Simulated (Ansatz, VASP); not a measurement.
# FeP: VASP beside Ansatz, part 2 of 2

Wanted: the spread between two codes on one cell, functional and k mesh.

VASP 6.6.1 and Ansatz 0.2.0.

So far: Starting point; Ansatz: relaxation of the atoms, LDA, DFT+U.

## (3) VASP: relaxation of the atoms, LDA, DFT+U

Level of this step: LDA, DFT+U (Fe d 5.3 eV), spin-polarised from a ferromagnetic start; plane waves and PAW (Fe, P) (VASP).

The same cell, functional (in two slightly different forms), mesh and smearing now go to VASP, with its own data sets and cutoff.

Lines of VASP's logs that name or quote its potential files are left out, and so is its time.

File INCAR:

```
SYSTEM = FeP
PREC = Accurate
ENCUT = 450
EDIFF = 1E-07
NELM = 100
ISMEAR = 1
SIGMA = 0.15
LREAL = .FALSE.
ALGO = Normal
GGA = CA
NBANDS = 38
ISPIN = 2
MAGMOM = 3 3 3 3 0 0 0 0
LDAU = .TRUE.
LDAUTYPE = 2
LDAUL = 2 -1
LDAUU = 5.3 0
LDAUJ = 0 0
LDAUPRINT = 1
LASPH = .TRUE.
LMAXMIX = 4
LORBIT = 11
LWAVE = .FALSE.
LCHARG = .FALSE.
KPAR = 4
IBRION = 2
NSW = 50
ISIF = 2
EDIFFG = -0.002
```

File POSCAR:

```
FeP
1.0
    5.1870000000      0.0000000000      0.0000000000
    0.0000000000      3.0930000000      0.0000000000
    0.0000000000      0.0000000000      5.7930000000
Fe P
4 4
Direct
    0.4950000000      0.7500000000      0.3000000000
    0.5050000000      0.2500000000      0.7000000000
    0.0050000000      0.2500000000      0.8000000000
    0.9950000000      0.7500000000      0.2000000000
    0.3100000000      0.7500000000      0.9300000000
    0.6900000000      0.2500000000      0.0700000000
    0.1900000000      0.2500000000      0.4300000000
    0.8100000000      0.7500000000      0.5700000000
```

File KPOINTS:

```
Automatic mesh
0
Gamma
8 12 6
0 0 0
```

Potentials, in the order of the species: Fe and P (LDA family, release 64).

Launch:

```console
$ mpirun -np 4 vasp_std
```

Numbers of over 12 decimals in the logs are rounded to 6 here.

The program printed:

```text
[banner, memory and clock lines left out]
running    4 mpi-ranks, on    1 nodes
 distrk:  each k-point on    1 cores,    4 groups
 distr:  one band on    1 cores,    1 groups

 POSCAR found type information on POSCAR FeP
 POSCAR found :  2 types and       8 ions
 LDA part: xc-table for (Slater(with rela. corr.)+CA(PZ))
 , standard interpolation
 POSCAR, INCAR and KPOINTS ok, starting setup
 FFT: planning ... GRIDC
 FFT: planning ... GRID_SOFT
 FFT: planning ... GRID
 WAVECAR not read
 entering main loop
       N       E                     dE             d eps       ncg     rms          rms(c)
DAV:   1     0.410901975011E+03    0.41090E+03   -0.20118E+04 21280   0.142E+03
DAV:   2    -0.680294668105E+01   -0.41770E+03   -0.39927E+03 21286   0.348E+02
DAV:   3    -0.492835092949E+02   -0.42481E+02   -0.39912E+02 25944   0.130E+02
DAV:   4    -0.512638270489E+02   -0.19803E+01   -0.19527E+01 29376   0.283E+01
DAV:   5    -0.513237315669E+02   -0.59905E-01   -0.59827E-01 29490   0.451E+00    0.381E+01
DAV:   6    -0.511398870272E+02    0.18384E+00   -0.72767E+01 28940   0.125E+02    0.257E+01
DAV:   7    -0.461042507055E+02    0.50356E+01   -0.29721E+01 24800   0.904E+01    0.150E+01
DAV:   8    -0.463659899830E+02   -0.26174E+00   -0.32356E+00 27882   0.956E+00    0.654E+00
DAV:   9    -0.463884410168E+02   -0.22451E-01   -0.96826E-01 32198   0.904E+00    0.182E+00
DAV:  10    -0.465610823795E+02   -0.17264E+00   -0.36323E-01 33056   0.363E+00    0.173E+00
DAV:  11    -0.466563863845E+02   -0.95304E-01   -0.94910E-02 32618   0.229E+00    0.150E+00
DAV:  12    -0.468465756829E+02   -0.19019E+00   -0.56196E-01 33724   0.609E+00    0.761E-01
DAV:  13    -0.468658018430E+02   -0.19226E-01   -0.56903E-02 30022   0.281E+00    0.500E-01
DAV:  14    -0.468740881339E+02   -0.82863E-02   -0.11490E-02 30244   0.962E-01    0.325E-01
[...]
DAV:  23    -0.468828036407E+02   -0.19379E-04   -0.51573E-05 34636   0.445E-02    0.938E-03
DAV:  24    -0.468828183766E+02   -0.14736E-04   -0.77277E-05 34596   0.564E-02    0.651E-03
DAV:  25    -0.468828255067E+02   -0.71301E-05   -0.64002E-05 33920   0.500E-02    0.438E-03
DAV:  26    -0.468828276102E+02   -0.21036E-05   -0.17690E-05 32442   0.325E-02    0.256E-03
DAV:  27    -0.468828280359E+02   -0.42564E-06   -0.24133E-06 23326   0.126E-02    0.198E-03
DAV:  28    -0.468828282700E+02   -0.23415E-06   -0.73771E-07 17486   0.539E-03    0.115E-03
DAV:  29    -0.468828284214E+02   -0.15136E-06   -0.89769E-07 19874   0.537E-03    0.671E-04
DAV:  30    -0.468828284637E+02   -0.42367E-07   -0.27363E-07 15100   0.329E-03
   1 F= -.46882828E+02 E0= -.46883655E+02  d E =-.468828E+02  mag=     7.5336
[... from here on, the cycles between the ionic steps are left out ...]
   3 F= -.46977217E+02 E0= -.46976733E+02  d E =-.943888E-01  mag=     8.2809
   4 F= -.46991363E+02 E0= -.46990708E+02  d E =-.141461E-01  mag=     8.3926
   5 F= -.46991610E+02 E0= -.46990955E+02  d E =-.143923E-01  mag=     8.4083
   6 F= -.46994706E+02 E0= -.46994150E+02  d E =-.309680E-02  mag=     8.4920
   7 F= -.46994740E+02 E0= -.46994200E+02  d E =-.313060E-02  mag=     8.5014
   8 F= -.46994851E+02 E0= -.46994311E+02  d E =-.110615E-03  mag=     8.5027
 trial-energy change:   -0.000111  1 .order   -0.000110   -0.000183   -0.000037
 step:   2.0727(harm=  2.0819)  dis= 0.00232  next Energy=   -46.994855 (dE=-0.115E-03)
 bond charge predicted
       N       E                     dE             d eps       ncg     rms          rms(c)
DAV:   1    -0.469948410638E+02    0.95904E-05   -0.37185E-03 21304   0.272E-01    0.368E-02
DAV:   2    -0.469948541165E+02   -0.13053E-04   -0.36434E-05 29532   0.481E-02    0.180E-02
DAV:   3    -0.469948560894E+02   -0.19729E-05   -0.18449E-06 28162   0.120E-02    0.535E-03
DAV:   4    -0.469948559984E+02    0.90969E-07   -0.54786E-07 23102   0.668E-03
   9 F= -.46994856E+02 E0= -.46994316E+02  d E =-.115866E-03  mag=     8.5031
 curvature:  -1.04 expect dE=-0.147E-05 dE for cont linesearch -0.505E-07
 trial: gam=-0.00776 g(F)=  0.141E-05 g(S)=  0.000E+00 ort = 0.231E-05 (trialstep = 0.174E+01)
 search vector abs. value=  0.138E-05
 reached required accuracy - stopping structural energy minimisation
```

From OUTCAR (step 3):

```text
ion  position               nearest neighbor table
   1  0.495  0.750  0.300-   8 2.26   6 2.28   6 2.28   7 2.34   7 2.34   5 2.35   4 2.66   4 2.66
                             2 2.79   2 2.79
   2  0.505  0.250  0.700-   7 2.26   5 2.28   5 2.28   8 2.34   8 2.34   6 2.35   3 2.66   3 2.66
                             1 2.79   1 2.79
   3  0.005  0.250  0.800-   6 2.26   8 2.28   8 2.28   5 2.34   5 2.34   7 2.35   2 2.66   2 2.66
                             4 2.79   4 2.79
   4  0.995  0.750  0.200-   5 2.26   7 2.28   7 2.28   6 2.34   6 2.34   8 2.35   1 2.66   1 2.66
                             3 2.79   3 2.79
   5  0.310  0.750  0.930-   4 2.26   2 2.28   2 2.28   3 2.34   3 2.34   1 2.35   6 2.63   6 2.63

  LATTYP: Found a simple orthorhombic cell.
 ALAT       =     3.0930000000
 B/A-ratio  =     1.6770126091
 C/A-ratio  =     1.8729388943

 Subroutine GETGRP returns: Found  8 space group operations
 (whereof  2 operations were pure point group operations)

The static configuration has the point symmetry S_2 .
 The point group associated with its full space group is D_2h.

 Found    140 irreducible k-points:

   k-points           NKPTS =    140   k-points in BZ     NKDIM =    140   number of bands    NBANDS=     38

   dimension x,y,z NGX =    36 NGY =   24 NGZ =   40
   dimension x,y,z NGXF=    72 NGYF=   48 NGZF=   80

   ENCUT  =  450.0 eV  33.07 Ry    5.75 a.u.   8.97  5.35 10.02*2*pi/ulx,y,z

   NELECT =      52.0000    total number of electrons

 k-points in reciprocal lattice and weights: Automatic mesh
   0.00000000  0.00000000  0.00000000       0.002
   0.12500000  0.00000000  0.00000000       0.003
   0.25000000  0.00000000  0.00000000       0.003
   0.37500000  0.00000000  0.00000000       0.003
   0.50000000  0.00000000  0.00000000       0.002
   0.00000000  0.08333333  0.00000000       0.003
   0.12500000  0.08333333  0.00000000       0.007
   0.25000000  0.08333333  0.00000000       0.007
   0.37500000  0.08333333  0.00000000       0.007
[...]
o =  0.9341  v =  0.0000  0.0000 -0.8831 -0.2574  0.3923  0.0000  0.0000  0.0000  0.0000  0.0000      0.0000  0.0000  0.0000  0.0000  0.0000  0.0000  0.0000  0.0000  0.0000  0.0000
  o =  0.9418  v =  0.0000 -0.0000 -0.2687 -0.4079 -0.8726  0.0000  0.0000  0.0000  0.0000  0.0000      0.0000  0.0000  0.0000  0.0000  0.0000  0.0000  0.0000  0.0000  0.0000  0.0000

 average (electrostatic) potential at core
       1 -40.3563       2 -40.3563       3 -40.3563       4 -40.3563       5 -80.9378
       6 -80.9378       7 -80.9378       8 -80.9378

 E-fermi :   9.4036

 spin component 1
 k-point     1 :       0.0000    0.0000    0.0000
  band No.  band energies     occupation
    ...
     26       6.4341      1.00000
     27       6.7274      1.00000
     28       7.8321      1.00000
     29       8.2802      1.00000
     30       8.5669      1.00000
     31      11.0730     -0.00000
     32      11.6402     -0.00000
     33      12.1327     -0.00000
     34      12.2265     -0.00000
     35      12.3075     -0.00000
    ...

 k-point     2 :       0.1250    0.0000    0.0000
  band No.  band energies     occupation
    ...
     26       6.5086      1.00000
     27       6.5631      1.00000
     28       8.0360      1.00000
     29       8.4415      1.00000
     30       8.9633      1.00013
     31      11.0233     -0.00000
     32      11.6663     -0.00000
     33      11.8500     -0.00000
     34      12.2108     -0.00000
     35      12.2465     -0.00000
    ...

 k-point     3 :       0.2500    0.0000    0.0000
  band No.  band energies     occupation
    ...
     25       6.1815      1.00000
     26       6.2716      1.00000
     27       6.9061      1.00000
     28       8.5385      1.00000
     29       8.8413      1.00000
     30       9.8162     -0.00035
     31      10.8404     -0.00000
     32      11.0888     -0.00000
     33      11.7483     -0.00000
     34      11.9270     -0.00000
    ...

 k-point     4 :       0.3750    0.0000    0.0000
  band No.  band energies     occupation
    ...
     25       6.0281      1.00000
     26       6.1880      1.00000
     27       7.5350      1.00000
     28       9.0593      1.00275
     29       9.1838      1.02917
     30      10.4494     -0.00000
     31      10.4507     -0.00000
     32      10.7085     -0.00000
     33      11.4964     -0.00000
     34      11.7696     -0.00000
    ...

 k-point     5 :       0.5000    0.0000    0.0000
  band No.  band energies     occupation
    ...
     24       5.6703      1.00000
     25       6.1031      1.00000
     26       6.1031      1.00000
     27       8.3843      1.00000
     28       8.3843      1.00000
     29       9.8602     -0.00007
     30       9.8602     -0.00007
     31      10.7432     -0.00000
     32      10.7432     -0.00000
     33      11.5523     -0.00000
    ...

 k-point     6 :       0.0000    0.0833    0.0000
  band No.  band energies     occupation
    ...
     26       6.4950      1.00000
     27       6.7883      1.00000
     28       7.2565      1.00000
     29       8.4880      1.00000
     30       8.5789      1.00000
     31      10.1853     -0.00000
     32      11.3555     -0.00000
     33      12.1201     -0.00000
     34      12.3938     -0.00000
     35      12.7971      0.00000
    ...

  Total        3.0308935      1.8525974      0.7563394     -0.0000000      0.0000000      0.0000000
  in kB       52.2494301     31.9368390     13.0384987     -0.0000000      0.0000000      0.0000000
  external PRESSURE =      32.4082559 kB  Pullay stress =       0.0000000 kB

  energy-cutoff  :      450.00
  volume of cell :       92.94
      direct lattice vectors                 reciprocal lattice vectors
     5.187000000  0.000000000  0.000000000     0.192789666  0.000000000  0.000000000
     0.000000000  3.093000000  0.000000000     0.000000000  0.323310702  0.000000000
     0.000000000  0.000000000  5.793000000     0.000000000  0.000000000  0.172622130

 POSITION                                       TOTAL-FORCE (eV/Angst)
 -----------------------------------------------------------------------------------
      2.54595      2.31975      1.82585        -0.000430      0.000000     -0.001927
      2.64105      0.77325      3.96715         0.000430     -0.000000      0.001927
      0.04755      0.77325      4.72235         0.000430      0.000000     -0.001927
      5.13945      2.31975      1.07065        -0.000430      0.000000      0.001927
      1.67870      2.31975      5.37451         0.001589     -0.000000      0.000933
      3.50830      0.77325      0.41849        -0.001589      0.000000     -0.000933
      0.91480      0.77325      2.47801        -0.001589      0.000000      0.000933
      4.27220      2.31975      3.31499         0.001589      0.000000     -0.000933
 -----------------------------------------------------------------------------------
    total drift:                                0.000000      0.000000      0.000000

  FREE ENERGIE OF THE ION-ELECTRON SYSTEM (eV)
  ---------------------------------------------------
  free  energy   TOTEN  =       -46.9948559984 eV

  energy  without entropy=      -46.9932346110  energy(sigma->0) =      -46.99431554

 reached required accuracy - stopping structural energy minimisation

 total charge
# of ion       s       p       d       tot
------------------------------------------
    1        0.431   0.625   6.604   7.660
    2        0.431   0.625   6.604   7.660
    3        0.431   0.625   6.604   7.660
    4        0.431   0.625   6.604   7.660
    5        1.047   1.444   0.000   2.491
    6        1.047   1.444   0.000   2.491
    7        1.047   1.444   0.000   2.491
    8        1.047   1.444   0.000   2.491
--------------------------------------------------
tot          5.913   8.276  26.417  40.606

 magnetization (x)
# of ion       s       p       d       tot
------------------------------------------
    1        0.004  -0.008   2.395   2.391
    2        0.004  -0.008   2.395   2.391
    3        0.004  -0.008   2.395   2.391
    4        0.004  -0.008   2.395   2.391
    5        0.008  -0.115   0.000  -0.107
    6        0.008  -0.115   0.000  -0.107
    7        0.008  -0.115   0.000  -0.107
    8        0.008  -0.115   0.000  -0.107
--------------------------------------------------
tot          0.046  -0.491   9.582   9.138

[... 6 further parts left out ...]
```

The magnetic state follows from one typed start and may not be the lowest. A U on the itinerant d states of such a compound is hard to justify; it moves the bands at the Fermi level and favours large moments. The run keeps the 8 symmetry operations of its start, so it cannot find a distortion of lower symmetry.

## (4) Comparison

Known differences besides the PAW data sets themselves: U acts on the PAW sphere in VASP and on atomic orbitals in Ansatz, so only states and trends compare; the two LDA forms differ slightly; the data sets hold 84 valence electrons in Ansatz (default PAW (the set named soft_2) files) and 52 in VASP; the cutoff is 420 eV in Ansatz and 450 eV in VASP; Ansatz makes its cores anew for this functional, VASP keeps those of its LDA data sets; site moments are counted in spheres of each program's own size. Total energies have different zeros and are not compared.

Compared:

```tsv
quantity	Ansatz	VASP	difference
volume (Å³)	92.94	92.94	+0.00 %
edge a after relaxation, in the typed setting (Å)	5.187	5.187	+0.00 %
edge b after relaxation, in the typed setting (Å)	3.093	3.093	+0.00 %
edge c after relaxation, in the typed setting (Å)	5.793	5.793	+0.00 %
total moment (μB)	0.00	8.50	-8.50
moment on Fe1 (μB)	-1.88	2.39	-4.27
moment on Fe2 (μB)	-1.88	2.39	-4.27
moment on Fe3 (μB)	1.88	2.39	-0.52
moment on Fe4 (μB)	1.88	2.39	-0.52
moment on P5 (μB)	0.02	-0.11	+0.13
moment on P6 (μB)	0.02	-0.11	+0.13
moment on P7 (μB)	-0.02	-0.11	+0.08
moment on P8 (μB)	-0.02	-0.11	+0.08
```

By their total or site moments the two runs ended in different magnetic states; the other differences may follow from that, so they don't measure the programs' precision.

## (5) Summary of results

- difference in total moment (relaxation of the atoms, LDA, DFT+U): -8.5 μB

In words: The difference in total moment is -8.5 μB (relaxation of the atoms, LDA, DFT+U). The runs ended with unlike moments, so this pair says little about numerical agreement. No further run was made for the relaxation of the atoms, LDA, DFT+U pair; the unlike valence counts (84 against 52 electrons) are a candidate cause, untested here. How closely two codes agree says nothing of how well the functional describes the real material.

[Lines on the potential files, build, host, timing and source positions are cut from VASP's logs without a mark.]

[Logs are printed without paths, hosts, clocks, repeated set-up lines and the standing remarks that a program may print on its own settings, such as how far it seeks lower states.]

[Hosts, paths, dates, database ids (printed as entryN), source tags and the programs' standing remarks are cut or masked in the printed files.]
